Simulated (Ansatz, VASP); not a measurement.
**SnSe2: VASP beside Ansatz**

The input INCAR:

```
SYSTEM = SnSe2
PREC     = Accurate       ! precision mode
ENCUT    = 600            ! plane-wave cutoff, eV
EDIFF    = 1E-6           ! SCF threshold, eV
ISMEAR   = 0              ! smearing method
SIGMA    = 0.02           ! smearing width, eV
LREAL    = .False.        ! projectors in reciprocal space
LASPH    = .True.         ! aspherical terms in the spheres
NELM     = 100            ! most SCF steps
ALGO     = Normal         ! electronic algorithm
ISIF     = 3              ! what is computed and relaxed
LWAVE    = .False.        ! write WAVECAR
LCHARG   = .False.        ! write CHGCAR
GGA      = PS             ! functional
IBRION   = 2              ! ionic algorithm
NSW      = 70             ! ionic steps
EDIFFG   = -0.005         ! ionic threshold
```

File KPOINTS:

```
Automatic mesh
0
Gamma
  12 12 6
  0 0 0
```

Contents of POSCAR:

```
SnSe2
1.0
    3.8380776335      0.0000000000      0.0000000000
   -1.9190388167      3.3238727323      0.0000000000
    0.0000000000      0.0000000000      6.0146785272
Sn Se
1 2
Direct
    0.0000000000      0.0000000000      0.0000000000
    0.3333333333      0.6666666667      0.2650914469
    0.6666666667      0.3333333333      0.7349085531
```

Input for Ansatz:

```yaml
crystal:
  lattice:
    - [3.8380776335, 0.0, 0.0]
    - [-1.9190388167, 3.3238727323, 0.0]
    - [0.0, 0.0, 6.0146785272]
  atoms:
    - { symbol: Sn, position: [0.0, 0.0, 0.0] }
    - { symbol: Se, position: [0.3333333333, 0.6666666667, 0.2650914469] }
    - { symbol: Se, position: [0.6666666667, 0.3333333333, 0.7349085531] }
basis:
  ecutwfc: 420
kpoints:
  mp_grid: { grid: [12, 12, 6] }
hamiltonian:
  xc: pbesol
scf:
  occupations: { method: gaussian, width: 0.02 }
output:
  forces: true
  stress: true
  eigenvalues: true
relax:
  adjacent_minimum: "off"
  f_tol: 0.005
  max_steps: 50
  cell: { stress_tol: 0.05 }
```

Alike in both runs: task relaxation of cell and atoms; functional PBEsol; k mesh 12 × 12 × 6; occupations gaussian, width 0.02 eV; no spin polarisation.

|  | VASP | Ansatz |
| --- | --- | --- |
| version | VASP 6.6.1 | Ansatz 0.2.0 |
| potentials or method | VASP PAW PBE potentials, release 64 (Sn_d, Se) | scalar-relativistic, plane waves, PAW |
| plane-wave cutoff (eV) | 600 | 420 |
| valence electrons in the cell | 26 | 46 |

Ansatz gave:

- gap on the k mesh at the Fermi level, each at its own relaxed structure (eV): 0.48
- relaxed volume (Å³/atom): 25.86
- relaxed cell length with the largest relative difference (Å): 6.143
- energy change over the relaxation (meV/atom): -2

Question: Estimate VASP's values.

Answer: gap on the k mesh at the Fermi level, each at its own relaxed structure (eV): 0.47; relaxed volume (Å³/atom): 25.90; relaxed cell length with the largest relative difference (Å): 6.149; energy change over the relaxation (meV/atom): -1.

The two sets of potentials don't hold the same shells in valence.

Caveats: the PAW data sets were made with another functional, which shifts forces and pressure a little (VASP); spin-orbit coupling is left out, which moves the levels of the heavy elements; this functional lacks dispersion, which binds the layers, so the pressure and a relaxed spacing across them are unreliable. Zero-point motion and thermal expansion aren't in these numbers.
